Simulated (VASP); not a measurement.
WS2, 3 atoms in the cell. Symmetry: R3m, No. 160, trigonal system. Conventional cell: a = 3.158 Å, b = 3.158 Å, c = 18.490 Å, α = 90.00°, β = 90.00°, γ = 120.00°. Around W (site symmetry 3m) lie 6 S at 2.39 to 2.42 Å. Around S (site symmetry 3m) lie 3 W at 2.39 Å. Around S (site symmetry 3m) lie 3 W at 2.42 Å. Measurements of this composition are mostly on another form, of space group No. 194.

| Property | Result |
| --- | --- |
| Program | VASP 6.6.1 |
| Task | single point |
| Functional | PBE |
| Dispersion | D3(BJ) |
| Potentials or basis | VASP PAW PBE potentials, release 64 (W_sv, S) |
| Cutoff | 520 eV |
| k mesh | 6 × 6 × 6 |
| Occupations | gaussian, width 0.1 eV |
| Spin | no spin polarisation |
| Dipole correction | no |
| Further INCAR settings | ALGO = Normal; EDIFF = 1e-06; NBANDS = 20 |

Potentials or basis: VASP PAW PBE potentials, release 64 (W_sv, S).

Run with:

```console
$ cat potpaw_PBE.64/W_sv/POTCAR potpaw_PBE.64/S/POTCAR > POTCAR
$ mpirun -np 1 vasp_std > vasp.out
```

Hardware: 1 thread of Intel(R) Xeon(R) Platinum 8488C (Sapphire Rapids), with other jobs on the host.

Q: How long does it take, and how much memory?

A: It took 80 s on 1 thread of Intel(R) Xeon(R) Platinum 8488C (Sapphire Rapids) (shared host), peak memory 0.32 GiB. Counts: scf iterations 14, k points 32.
